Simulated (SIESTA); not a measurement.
HgSe:

```
CELL_PARAMETERS angstrom
0.00000 3.03900 3.03900
3.03900 0.00000 3.03900
3.03900 3.03900 0.00000
ATOMIC_POSITIONS crystal
Hg 0.00000 0.00000 0.00000
Se 0.75000 0.75000 0.75000
```

```yaml
Program: SIESTA 5.4.2
Task: relaxation of cell and atoms
Functional: PBE
Potentials_or_basis: PseudoDojo 0.4 standard (PBE files)
Basis: TZP (energy shift 0.002 Ry)
Grid_cutoff: 800 Ry
Energy_shift: 0.002 Ry
k_mesh: 8 × 8 × 8
Occupations: fermi-dirac, width 0.05 eV
Spin: no spin polarisation
```

At the start: pressure 5.6 GPa; volume 28.07 Å³/atom.

Problem. Where does the relaxation end?

Solution. Over 5 steps the energy falls by 44.8 meV/atom and the volume is 30.95 Å³/atom (+10.3 %); space group F-43m (No. 216, to 0.05 Å).

The path:
```
step  energy change (eV)  largest force (eV/Å)  pressure (GPa)  volume (Å³)
   1              0.0000                0.0000            5.59        56.13
   2             -0.0536                0.0005            3.35        58.10
   3             -0.0890                0.0008            0.39        61.34
   4             -0.0688                0.0009           -2.01        64.99
   5             -0.0896                0.0009           -0.01        61.89
```

Final structure:
```
CELL_PARAMETERS angstrom
0.00025 3.13969 3.13969
3.13969 0.00025 3.13969
3.13969 3.13969 0.00025
ATOMIC_POSITIONS crystal
Hg 0.00000 0.00000 0.00000
Se 0.75000 0.75000 0.75000
```

Caveat: semicore shells carry a single zeta, which can move pressures by several GPa and volumes by a few percent; the volume moved by +10 % from the deposited cell, more than functionals usually miss; the basis of atomic orbitals isn't converged, which shifts pressures, moduli and gaps.
